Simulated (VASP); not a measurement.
# Ag in VASP: convergence with k mesh

The system is Ag.

```xyz
1
Lattice="-1.6557 1.6557 1.6557 1.6557 -1.6557 1.6557 1.6557 1.6557 -1.6557" Properties=species:S:1:pos:R:3 pbc="T T T"
Ag    0.0000    0.0000    0.0000
```

This isn't the form of Ag at room conditions, which is fcc.

```yaml
Program: VASP 6.6.1
Task: single point
Functional: PBEsol
Potentials_or_basis: VASP PAW PBE potentials, release 64 (Ag)
Cutoff: 520 eV
k_mesh: 3 × 3 × 3
Occupations: methfessel-paxton, width 0.1 eV
Spin: no spin polarisation
```

These are the settings of the first run; the series varies k mesh, with any setting tied to it.

Hardware: 1 thread of Intel(R) Xeon(R) 6975P-C (Granite Rapids), on a shared host.

**Question.** The values tried are 3 × 3 × 3, 4 × 4 × 4, 5 × 5 × 5, 6 × 6 × 6, 8 × 8 × 8, 10 × 10 × 10, 13 × 13 × 13, 15 × 15 × 15, loosest first. From which on does the pressure stay within 0.1 GPa of the tightest run that finished?

**Answer.** From 13 × 13 × 13 on.

| k mesh | energy less the tightest run, at zero smearing (meV/atom) | pressure (GPa) | SCF cycles | CPU time (s) | peak memory (GiB) |
| --- | --- | --- | --- | --- | --- |
| 3 × 3 × 3 | -351.13 | -10.89 | 11 | 1.3 | 0.13 |
| 4 × 4 × 4 | 289.54 | -8.75 | 11 | 1.5 | 0.13 |
| 5 × 5 × 5 | -10.82 | -7.81 | 11 | 1.4 | 0.13 |
| 6 × 6 × 6 | 97.87 | -7.49 | 11 | 2.4 | 0.13 |
| 8 × 8 × 8 | 52.79 | -7.54 | 11 | 2.9 | 0.13 |
| 10 × 10 × 10 | 31.03 | -7.21 | 11 | 2.8 | 0.14 |
| 13 × 13 × 13 | -1.91 | -7.42 | 11 | 4.5 | 0.14 |
| 15 × 15 × 15 | 0.00 | -7.43 | 11 | 5.9 | 0.15 |

Not settled before the last step: the energy (to 1 meV/atom). Meshes of other sizes hit other points, so gaps and Fermi surfaces needn't settle smoothly. The tightest run that finished is the yardstick and may itself not be fully converged.

Caveat, for the tightest run too: the PAW data sets were made with another functional, which shifts forces and pressure a little.
